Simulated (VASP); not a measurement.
Set up this calculation in VASP 6.6.1, as the native input.

| Property | Result |
| --- | --- |
| Task | single point |
| Functional | PBEsol |
| Potentials or basis | VASP PAW PBE potentials, release 64 (Rh_pv) |
| Cutoff | 520 eV |
| k mesh | 18 × 18 × 18 |
| Occupations | gaussian, width 0.1 eV |
| Spin | no spin polarisation |
| Further INCAR settings | ALGO = Normal; EDIFF = 1e-07; NBANDS = 14 |

The structure of Rh lies in POSCAR:

```
Rh                                      
1.0
    0.0000000000      1.8707209329      1.8707209329
    1.8707209329      0.0000000000      1.8707209329
    1.8707209329      1.8707209329      0.0000000000
  Rh            
     1
Direct
     0.0000000000000000    0.0000000000000000    0.0000000000000000
```

The cell isn't the ideal one: a relaxed cell with its volume scaled by 0.97.

The input as run:

INCAR

```
PREC     = Accurate       # precision mode
ENCUT    = 520            # plane-wave cutoff, eV
EDIFF    = 1E-7           # SCF threshold, eV
ISMEAR   = 0              # smearing method
SIGMA    = 0.1            # smearing width, eV
LREAL    = False          # projectors in reciprocal space
LASPH    = True           # aspherical terms in the spheres
NELM     = 100            # most SCF steps
ALGO     = Normal         # electronic algorithm
ISIF     = 2              # what is computed and relaxed
LWAVE    = False          # write WAVECAR
LCHARG   = False          # write CHGCAR
GGA      = PS             # functional
NBANDS   = 14             # bands
```

KPOINTS

```
regular mesh
0
Gamma
  18 18 18
```

Potentials or basis: VASP PAW PBE potentials, release 64 (Rh_pv).

Launch:

```bash
$ cat potpaw_PBE.64/Rh_pv/POTCAR > POTCAR
$ mpirun -np 1 vasp_std > vasp.out
```

It gave:

```json
{
  "Pressure": "9.8 GPa",
  "Band gap on the k mesh": "none (metal or under the smearing width)"
}
```

Caveat: the PAW data sets were made with another functional, which shifts forces and pressure a little.

Run time: 17 s on 1 thread of Intel(R) Xeon(R) Platinum 8488C (Sapphire Rapids) (shared host), peak memory 0.14 GiB.
